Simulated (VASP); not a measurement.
# C (Fd-3m) in VASP: a series of runs

One crystal, C, is run at these levels: LDA, PBE; tasks: dielectric tensor, G0W0 quasiparticle levels.

Program: VASP 6.6.1. These are calculated values, not measurements. Logs are shortened: lines on timing, memory, paths and dates and some standing lists are left out, and cuts for length are marked.

### 1 The structure

The structure is cubic, space group Fd-3m (No. 227). Conventional cell: a = 3.567 Å, b = 3.567 Å, c = 3.567 Å, α = 90.00°, β = 90.00°, γ = 90.00°. C (site symmetry -43m) has 4 C at 1.54 Å as nearest neighbours.

This isn't the form of C at room conditions, which is graphite.

### 2 Dielectric tensor, LDA

INCAR reads:

```
SYSTEM = C
  ALGO = Normal
  EDIFF = 1E-8
  ENCUT = 460
  ISIF = 2
  ISMEAR = 0
  LASPH = .TRUE.
  LCHARG = .FALSE.
  LEPSILON = .TRUE.
  LREAL = .FALSE.
  LWAVE = .FALSE.
  NELM = 100
  PREC = Accurate
  SIGMA = 0.01
```

KPOINTS reads:

```
k-points
0
G
  10 10 10
  0 0 0
```

POSCAR reads:

```
C
1.0
    0.0000000000      1.7833700000      1.7833700000
    1.7833700000      0.0000000000      1.7833700000
    1.7833700000      1.7833700000      0.0000000000
C
2
Direct
    0.7500000000      0.7500000000      0.7500000000
    0.5000000000      0.5000000000      0.5000000000
```

Potentials or basis: VASP PAW LDA potentials, release 64 (C).

Command:

```sh
$ cat potpaw_LDA.64/C/POTCAR > POTCAR
$ mpirun -np 1 vasp_std > vasp.out
```

OUTCAR:

```text
SYSTEM = C
   EDIFF = 1E-8
   ENCUT = 460
   ISIF = 2
   ISMEAR = 0
   LASPH = .TRUE.
   LEPSILON = .TRUE.
   LREAL = .FALSE.
   NELM = 100
   PREC = Accurate

 Found     47 irreducible k-points:

 Following reciprocal coordinates:
            Coordinates               Weight
  0.000000  0.000000  0.000000      1.000000
  0.100000  0.000000  0.000000      8.000000
  0.200000  0.000000  0.000000      8.000000
  0.300000  0.000000  0.000000      8.000000
  0.400000  0.000000  0.000000      8.000000
  0.500000  0.000000  0.000000      4.000000
   k-points           NKPTS =     47   k-points in BZ     NKDIM =     47   number of bands    NBANDS=      8
   number of dos      NEDOS =    301   number of ions     NIONS =      2
   total plane-waves  NPLWV =   5832
   dimension x,y,z NGX =    18 NGY =   18 NGZ =   18
   dimension x,y,z NGXF=    36 NGYF=   36 NGZF=   36
   ions per type =               2
   NGX,Y,Z   is equivalent  to a cutoff of  11.86, 11.86, 11.86 a.u.
   NGXF,Y,Z  is equivalent  to a cutoff of  23.73, 23.73, 23.73 a.u.
 SYSTEM =  C
   PREC   = accura    normal or accurate (medium, high low for compatibility)
   ISTART =      0    job   : 0-new  1-cont  2-samecut
   ICHARG =      2    charge: 1-file 2-atom 10-const
   ISPIN  =      1    spin polarized calculation?
   LNONCOLLINEAR =      F non collinear calculations
   LSORBIT =      F    spin-orbit coupling
   LASPH  =      T    aspherical Exc in radial PAW
   ENCUT  =  460.0 eV  33.81 Ry    5.81 a.u.   4.41  4.41  4.41*2*pi/ulx,y,z
   NELM   =    100;   NELMIN=  2; NELMDL= -5     # of ELM steps
   EDIFF  = 0.1E-07   stopping-criterion for ELM
   LREAL  =      F    real-space projection
   EDIFFG = 0.1E-06   stopping-criterion for IOM
   NSW    =      0    number of steps for IOM
   IBRION =     -1    ionic relax: 0-MD 1-quasi-New 2-CG
   NFREE  =      0    steps in history (QN), initial steepest desc. (CG)
   ISIF   =      2    stress and relaxation
   ISYM   =      2    0-nonsym 1-usesym 2-fastsym
   POTIM  = 0.5000    time-step for ionic-motion
   TEBEG  =    0.0;   TEEND  =   0.0 temperature during run
   PSTRESS=    0.0 pullay stress
   NELECT =       8.0000    total number of electrons
   NUPDOWN=      -1.0000    fix difference up-down
   EMIN   =  10.00;   EMAX   =-10.00  energy-range for DOS
   EFERMI =   0.00;   METHOD = LEGACY
   ISMEAR =     0;   SIGMA  =   0.01  broadening in eV -4-tet -1-fermi 0-gaus
   EFERMI_NEDOS =   21; number of points for ismear=-14 and -15
   IALGO  =     38    algorithm
   IMIX   =      4    mixing-type and parameters
     AMIX     =   0.40;   BMIX     =  1.00
     AMIX_MAG =   1.60;   BMIX_MAG =  1.00
  volume/ion in A,a.u.               =       5.67        38.28
  Fermi-wavevector in a.u.,A,eV,Ry     =   1.457203  2.753714 28.891161  2.123440
  Thomas-Fermi vector in A             =   2.574032
   LORBIT       =      0    0 simple, 1 ext, 2 COOP (PROOUT), +10 PAW based schemes
   GGA     = CA    functional components
   LHFCALC =     F    Hartree Fock is set to
   AEXX    =    0.0000 exact exchange contribution
   IVDW    =     0    specifies the selected vdW correction
   LEPSILON=     T    determine dielectric tensor
   LRPA    =     F    only Hartree local field effects (RPA)
 non-spin polarized calculation
 Gauss-broadening in eV      SIGMA  =   0.01
  energy-cutoff  :      460.00
  volume of cell :       11.34
 maximum number of plane-waves:       271
 NGX is ok and might be reduce to    18
   NGX =  9   NGY =  9   NGZ =  9

--------------------------------------- Ionic step        1  -------------------------------------------

 number of electron       8.0000003 magnetization

 E-fermi :   9.8954     XC(G=0): -13.4996

 val. band max:        9.7235698572   @ k =   0.0000   0.0000   0.0000
 cond. band min:      13.8581750582   @ k =   0.4000   0.4000   0.0000
 fundamental gap:      4.1346052010
 Fermi energy:         9.8953593973

 k-point     1 :       0.0000    0.0000    0.0000
  band No.  band energies     occupation
      1     -11.5944      2.00000
      2       9.7236      2.00000
      3       9.7236      2.00000
      4       9.7236      2.00000
      5      15.2712      0.00000
      6      15.2712      0.00000
      7      15.2712      0.00000
      8      23.2801      0.00000

 k-point     2 :       0.1000    0.0000    0.0000
  band No.  band energies     occupation
      1     -11.3179      2.00000
      2       8.0672      2.00000
      3       9.2785      2.00000
      4       9.2785      2.00000
      5      15.8536      0.00000
      6      15.8536      0.00000
      7      16.2185      0.00000
      8      23.4697      0.00000

 k-point     3 :       0.2000    0.0000    0.0000
  band No.  band energies     occupation
      1     -10.4931      2.00000
      2       4.8892      2.00000
      3       8.4056      2.00000
      4       8.4056      2.00000
      5      16.9735      0.00000
      6      16.9735      0.00000
      7      17.4762      0.00000
      8      23.9940      0.00000

 k-point     4 :       0.3000    0.0000    0.0000
  band No.  band energies     occupation
      1      -9.1381      2.00000
      2       1.5094      2.00000
      3       7.6189      2.00000
      4       7.6189      2.00000
      5      17.7877      0.00000
      6      17.7877      0.00000
      7      18.2438      0.00000
      8      24.6332      0.00000

 k-point     5 :       0.4000    0.0000    0.0000
  band No.  band energies     occupation
      1      -7.3174      2.00000
      2      -1.6205      2.00000
      3       7.1095      2.00000
      4       7.1095      2.00000
      5      18.0720      0.00000
      6      18.0720      0.00000
      7      18.6211      0.00000
      8      25.0372      0.00000

 k-point     6 :       0.5000    0.0000    0.0000
  band No.  band energies     occupation
      1      -5.7533      2.00000
      2      -3.6342      2.00000
      3       6.9347      2.00000
      4       6.9347      2.00000
      5      18.1074      0.00000
      6      18.1074      0.00000
      7      18.7357      0.00000
      8      25.1382      0.00000

 [... further k-points ...]

  FORCE on cell =-STRESS in cart. coord.  units (eV):
  Direction    XX          YY          ZZ          XY          YZ          ZX
  --------------------------------------------------------------------------------------
  -------------------------------------------------------------------------------------
  Total       -0.8407091     -0.8407091     -0.8407091      0.0000000      0.0000000      0.0000000
  in kB     -118.7413413   -118.7413413   -118.7413413      0.0000000      0.0000000      0.0000000
  external PRESSURE =    -118.7413413 kB  Pullay stress =       0.0000000 kB

 VOLUME and BASIS-vectors are now :
 -----------------------------------------------------------------------------
  energy-cutoff  :      460.00
  volume of cell :       11.34
      direct lattice vectors                 reciprocal lattice vectors
     0.000000000  1.783370000  1.783370000    -0.280368067  0.280368067  0.280368067
     1.783370000  0.000000000  1.783370000     0.280368067 -0.280368067  0.280368067
     1.783370000  1.783370000  0.000000000     0.280368067  0.280368067 -0.280368067

 POSITION                                       TOTAL-FORCE (eV/Angst)
 -----------------------------------------------------------------------------------
      2.67505      2.67505      2.67505         0.000000      0.000000      0.000000
      1.78337      1.78337      1.78337        -0.000000     -0.000000     -0.000000
 -----------------------------------------------------------------------------------
    total drift:                                0.000000     -0.000000      0.000000

  FREE ENERGIE OF THE ION-ELECTRON SYSTEM (eV)
  ---------------------------------------------------
  free  energy   TOTEN  =       -20.2379119745 eV

  energy  without entropy=      -20.2379119745  energy(sigma->0) =      -20.23791197

 HEAD OF MICROSCOPIC STATIC DIELECTRIC TENSOR (INDEPENDENT PARTICLE, excluding Hartree and local field effects)
 ------------------------------------------------------
           5.992515    -0.000000    -0.000000
          -0.000000     5.992515    -0.000000
           0.000000     0.000000     5.992515
 ------------------------------------------------------

 Free energy of the ion-electron system (eV)
  ---------------------------------------------------
  ---------------------------------------------------
  free energy    TOTEN  =        -0.15977130 eV

  energy without entropy =       -0.15977130

------------------------ aborting loop because EDIFF is reached ----------------------------------------

--------------------------------------- Ionic step        2  -------------------------------------------

------------------------ aborting loop because EDIFF is reached ----------------------------------------

--------------------------------------- Ionic step        3  -------------------------------------------

 Free energy of the ion-electron system (eV)
  ---------------------------------------------------
  ---------------------------------------------------
  free energy    TOTEN  =        -0.15977131 eV

  energy without entropy =       -0.15977131

------------------------ aborting loop because EDIFF is reached ----------------------------------------

 PIEZOELECTRIC TENSOR FIELD DIRECTION 3  (e Angst)
 -----------------------------------------------------------------------------
    -0.00002 -0.00000  0.00000           ( -0.00000  0.00000  0.00000)
     0.00000 -0.00002  0.00000           (  0.00000 -0.00000  0.00000)
     0.00000  0.00000 -0.00039           (  0.00000  0.00000 -0.00001)

 PIEZOELECTRIC TENSOR FIELD DIRECTION 3  (C/m^2)
 -----------------------------------------------------------------------------
    -0.00003 -0.00000  0.00000
     0.00000 -0.00003  0.00000
     0.00000  0.00000 -0.00056

 MACROSCOPIC STATIC DIELECTRIC TENSOR (including local field effects in DFT)
 ------------------------------------------------------
           5.812491    -0.000000     0.000000
          -0.000000     5.812491     0.000000
          -0.000000     0.000000     5.812491
 ------------------------------------------------------

 PIEZOELECTRIC TENSOR (including local field effects)  for field in x, y, z        (e  Angst)
          XX          YY          ZZ          XY          YZ          ZX
  --------------------------------------------------------------------------------
  x     0.00000     0.00000    -0.00000     0.00000     0.00000     0.00000
  y     0.00000     0.00000    -0.00000     0.00000     0.00000     0.00000
  z     0.00000     0.00000     0.00000     0.00000     0.00000     0.00000

 PIEZOELECTRIC TENSOR (including local field effects)  for field in x, y, z        (C/m^2)
          XX          YY          ZZ          XY          YZ          ZX
  --------------------------------------------------------------------------------
  x     0.00000     0.00000    -0.00000     0.00000     0.00000     0.00000
  y     0.00000     0.00000    -0.00000     0.00000     0.00000     0.00000
  z     0.00000     0.00000     0.00000     0.00000     0.00000     0.00000

 BORN EFFECTIVE CHARGES (including local field effects) (in |e|, cummulative output)
 ---------------------------------------------------------------------------------
 ion    1
    1     0.00000     0.00000     0.00000
    2     0.00000     0.00000     0.00000
    3     0.00000     0.00000    -0.00000
 ion    2
    1    -0.00000    -0.00000    -0.00000
    2     0.00000    -0.00000     0.00000
    3    -0.00000    -0.00000     0.00000
```

Run time: 28 s. Hardware: 1 thread of Intel Xeon Platinum 8559C (Emerald Rapids), shared host; peak memory 0.12 GiB.

These settings aren't checked as converged: the numbers below hold their error.

Results:

```
Band gap on the k mesh                  : 4.13 eV, indirect (least direct gap 5.55 eV)
Electronic dielectric tensor (diagonal) : 5.81
Born charges (mean of the diagonal)     : C +0.00 e
```

Caveat: the cutoff is under 1.25 times the usual one of these potentials, so pressure, stress and relaxed cells hold a basis-set (Pulay) error.

### 3 G0W0 quasiparticle levels, PBE

POSCAR is that of step 2.

INCAR.step1 reads:

```
PREC = Accurate
ENCUT = 520
EDIFF = 1E-8
ISMEAR = 0
SIGMA = 0.01
LREAL = F
LASPH = T
NELM = 100
ALGO = Normal
LWAVE = T
LCHARG = F
GGA = PE
```

INCAR.step2 reads:

```
PREC = Accurate
ENCUT = 520
EDIFF = 1E-8
ISMEAR = 0
SIGMA = 0.01
LREAL = F
LASPH = T
NELM = 1
ALGO = Exact
LWAVE = T
LCHARG = F
GGA = PE
NBANDS = 72
LOPTICS = T
ISTART = 1
```

INCAR.step3 reads:

```
PREC = Accurate
ENCUT = 520
EDIFF = 1E-8
ISMEAR = 0
SIGMA = 0.01
LREAL = F
LASPH = T
ALGO = EVGW0
LWAVE = F
LCHARG = F
GGA = PE
NELMGW = 1
NBANDS = 72
ENCUTGW = 260
NOMEGA = 72
PRECFOCK = Fast
ISTART = 1
NBANDSGW = 12
```

KPOINTS reads:

```
Automatic mesh
0
Gamma
  5 5 5
```

Potentials or basis: VASP PAW PBE potentials, release 64 (C_GW).

Command:

```sh
$ cat potpaw_PBE.64/C_GW/POTCAR > POTCAR
$ cp INCAR.step1 INCAR
$ mpirun -np 1 vasp_std > vasp.out
$ cp INCAR.step2 INCAR
$ mpirun -np 1 vasp_std > vasp.out
$ cp INCAR.step3 INCAR
$ mpirun -np 1 vasp_std > vasp.out
```

OUTCAR:

```text
PREC = Accurate
   ENCUT = 520
   EDIFF = 1E-8
   ISMEAR = 0
   LREAL = F
   LASPH = T
   GGA = PE
   NELMGW = 1
   ENCUTGW = 260
   PRECFOCK = Fast
   ISTART = 1

 ion  position               nearest neighbor table
   1  0.750  0.750  0.750-   2 1.54   2 1.54   2 1.54   2 1.54
[... 187 lines left out ...]
      2       9.7710       9.0148     -17.7140     -16.7949     -19.2929       0.8227       2.0000       0.0403
      3       9.7710       9.0148     -17.7140     -16.7949     -19.2929       0.8227       2.0000       0.0403
      4       9.7710       9.0148     -17.7140     -16.7949     -19.2929       0.8227       2.0000       0.0403
      5      15.3610      16.3877     -14.2652     -15.5175      -9.2390       0.8199       0.0000      -0.0720
      6      15.3610      16.3877     -14.2652     -15.5175      -9.2390       0.8199       0.0000      -0.0720
      7      15.3610      16.3877     -14.2652     -15.5175      -9.2390       0.8199       0.0000      -0.0720
      8      23.0934      23.9508     -15.2640     -16.3762      -7.7547       0.7709       0.0000      -0.1771
      9      29.0638      29.3066     -11.5544     -11.8571      -4.3177       0.8021       0.0000      -0.3261
     10      36.3037      37.2224     -12.7772     -13.8792      -5.8903       0.8337       0.0000      -0.5417
     11      36.3037      37.2224     -12.7772     -13.8792      -5.8903       0.8337       0.0000      -0.5417
     12      37.3047      37.6452     -11.0961     -11.5058      -3.2559       0.8311       0.0000      -0.9667
[... 132 lines left out ...]
      1      -4.7796      -6.2479     -17.4364     -15.4734     -23.8505       0.7480       2.0000       0.4882
      2      -0.3984      -1.8133     -17.7983     -15.9555     -22.7271       0.7678       2.0000       0.1926
      3       1.4483       0.2129     -16.6327     -15.0628     -20.4344       0.7870       2.0000       0.1138
      4       3.3871       2.2422     -16.7916     -15.3597     -20.0165       0.7996       2.0000       0.0827
      5      18.7252      19.6627     -13.7577     -14.9097      -7.8290       0.8137       0.0000      -0.0980
      6      19.6324      20.4391     -12.8234     -13.8067      -6.9641       0.8203       0.0000      -0.0976
      7      21.5182      22.6093     -14.6165     -16.0010      -7.7265       0.7880       0.0000      -0.1413
      8      24.8656      26.2061     -14.8970     -16.6591      -6.9212       0.7608       0.0000      -0.2347
      9      29.3154      30.1878     -13.0934     -14.1908      -5.6039       0.7950       0.0000      -0.3492
     10      32.4169      33.4828     -14.1448     -15.5214      -5.4424       0.7743       0.0000      -0.6393
     11      37.9056      38.7132     -12.4737     -13.4819      -4.3700       0.8010       0.0000      -0.8493
     12      42.0688      42.7283     -12.0431     -12.8589      -3.7913       0.8084       0.0000      -1.0994
```

OUTCAR.step1:

```text
PREC = Accurate
   ENCUT = 520
   EDIFF = 1E-8
   ISMEAR = 0
   LREAL = F
   LASPH = T
[... 315 lines left out ...]
 -----------------------------------------------------------------------------------
      2.67505      2.67505      2.67505         0.000000      0.000000      0.000000
      1.78337      1.78337      1.78337        -0.000000     -0.000000     -0.000000
 -----------------------------------------------------------------------------------
    total drift:                                0.000000     -0.000000      0.000000

  FREE ENERGIE OF THE ION-ELECTRON SYSTEM (eV)
  ---------------------------------------------------
  free  energy   TOTEN  =       -18.1719807566 eV

  energy  without entropy=      -18.1719807566  energy(sigma->0) =      -18.17198076
```

OUTCAR.step2:

```text
PREC = Accurate
   ENCUT = 520
   EDIFF = 1E-8
   ISMEAR = 0
   LREAL = F
[... 731 lines left out ...]
     0.00000     6.62494     6.62494     6.62494     0.00000     0.00000     0.00000
     2.59954     7.07962     7.07962     7.07962     0.00000     0.00000     0.00000
     5.19908    11.53963    11.53963    11.53963     0.00000     0.00000     0.00000
     7.79863    16.89506    16.89506    16.89506     0.00000     0.00000     0.00000
    10.39817    13.48273    13.48273    13.48273    -0.00000     0.00000     0.00000
    12.99771    -3.27271    -3.27271    -3.27271    -0.00000    -0.00000    -0.00000
[... 92 lines left out ...]
   254.75513     0.98416     0.98416     0.98416    -0.00000    -0.00000    -0.00000
   257.35468     0.98449     0.98449     0.98449    -0.00000    -0.00000    -0.00000
```

Wall time 36 s (1 thread of AMD EPYC 9R45 (Zen 5), shared host); peak memory 0.17 GiB.

What came out:

| Property | Result |
| --- | --- |
| Band gap on the k mesh, mean-field level | 4.17 eV, indirect (least direct gap 5.59 eV) |
| Quasiparticle gap | 5.48 eV |
| Least direct quasiparticle gap | 7.37 eV |

Levels at points of the mesh, in eV from the valence-band top:
| k point | band 1 | band 2 | band 3 | band 4 | band 5 | band 6 | band 7 | band 8 |
| --- | --- | --- | --- | --- | --- | --- | --- | --- |
| (0.00, 0.00, 0.00) | -21.48 | 0.00 | 0.00 | 0.00 | 5.59 | 5.59 | 5.59 | 13.32 |

Caveat: the k mesh is coarse (spacing up to 0.61 Å⁻¹), so the values aren't converged; bands, screening cutoff and mesh are small and nothing is extrapolated, so the quasiparticle values aren't converged; an odd mesh through Γ misses points on the zone boundary, where band edges often lie.

[end of part 1 of 2]
